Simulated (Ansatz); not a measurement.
LiF in the zincblende structure, relaxed with r2SCAN: 10 runs in the PAW code Ansatz, each a construction of maximally localised Wannier functions. The symmetry is F-43m (No. 216, cubic); a = 4.289 Å in the conventional setting, 9.86 Å³ an atom. Li is surrounded by 4 F at 1.86 Å; F is surrounded by 4 Li at 1.86 Å. Computed, not measured; no magnetism was allowed, and whether the structure is a known phase isn't checked.

```xyz
2
Lattice="0.0000 2.1446 2.1446 2.1446 0.0000 2.1446 2.1446 2.1446 0.0000" Properties=species:S:1:pos:R:3 pbc="T T T"
Li    0.0000    0.0000    0.0000
F     1.0723    1.0723    1.0723
```

Windows count from the top of the filled bands; a dash means that no such window was set (without an outer window there is no disentanglement). Rows marked drawn have settings drawn at random (some not listed).

```csv
functional,SCF mesh,trial orbitals,functions,mesh,window (eV),frozen (eV),settings,Ω total (Å²),Ω invariant (Å²),largest spread (Å²),least projectability,"interpolation miss of the model's filled bands (eV, to the nearest computed level)"
PBE,8×8×8,"F s, F p",4,6×6×6,–,–,chosen,1.76,1.44,0.44,0.98,0.001
PBE,8×8×8,"F s, F p",4,4×4×4,–,–,chosen,1.71,1.40,0.43,0.98,0.020
PBE,8×8×8,"F s, F p",4,10×10×10,–,–,chosen,1.79,1.47,0.45,0.98,0.000
PBE,8×8×8,F p,3,6×6×6,–,–,chosen,1.71,1.70,0.57,0.98,0.001
r2SCAN,8×8×8,"F s, F p",4,6×6×6,–,–,chosen,1.73,1.41,0.43,0.98,0.001
r2SCAN,8×8×8,F p,3,6×6×6,–,–,chosen,1.68,1.68,0.56,0.98,0.001
HSE06,6×6×6,"F s, F p",4,6×6×6,–,–,chosen,1.71,1.40,0.43,0.98,–
HSE06,6×6×6,F p,3,6×6×6,–,–,chosen,1.66,1.66,0.55,0.98,–
PBE,8×8×8,"F s, F p (plain search)",4,6×6×6,–,–,drawn,2.09,1.44,0.57,0.98,0.001
PBE,8×8×8,F p,3,3×3×3,–,–,drawn,1.58,1.57,0.53,0.98,0.072
```

A dash in the last column means that the miss wasn't evaluated.

For F s, F p with PBE the spread goes 1.71 Å² (4×4×4), 1.76 Å² (6×6×6), 1.79 Å² (10×10×10): finite differences on a coarse mesh understate it.
